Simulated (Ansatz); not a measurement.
## BaTiO$_{3}$: how the energy converges with the cutoff

BaTiO$_{3}$, P1, a = 3.990 Å, b = 4.000 Å, c = 4.039 Å, α, β, γ = 89.1°, 90.4°, 89.9°. Ansatz: PBEsol, PAW, cutoff varied, Γ-centred 6×6×6 mesh on 5 atoms, Gaussian smearing 0.02 eV; no spin polarisation. Single points at one geometry with displaced atoms, the cutoff alone changed; ΔE is the energy at zero smearing over the run at 600 eV. The runs up to 350 eV lie under the cutoff recommended for these PAW datasets.

```tsv
cutoff (eV)	ΔE (meV/atom)
200	4891.25
250	1306.70
300	316.14
350	61.40
420	?
```

Problem. Assume ΔE falls exponentially with the cutoff, fit y = ln ΔE against x, the cutoff in eV, to the other rows, and predict the missing value.

Solution. y = 8.495, 7.175, 5.756, 4.117. Means x = 275.0, y = 6.3857; Σ(Δx)² = 12500, ΣΔxΔy = -363.8; the slope is their ratio. y = 14.39 − 0.02911 x, a factor of ten per 79 eV. At 420 eV this gives ΔE = 8.70 meV/atom. The run gave 4.03, a ratio of 2.16. Between neighbouring rows the decay runs from a factor of ten per 59 eV to one per 87 eV, so one exponential is only a rough guide.

Cost: 6 runs of about 1.4 core-minutes in all, on Arm Neoverse V1 (shared hosts).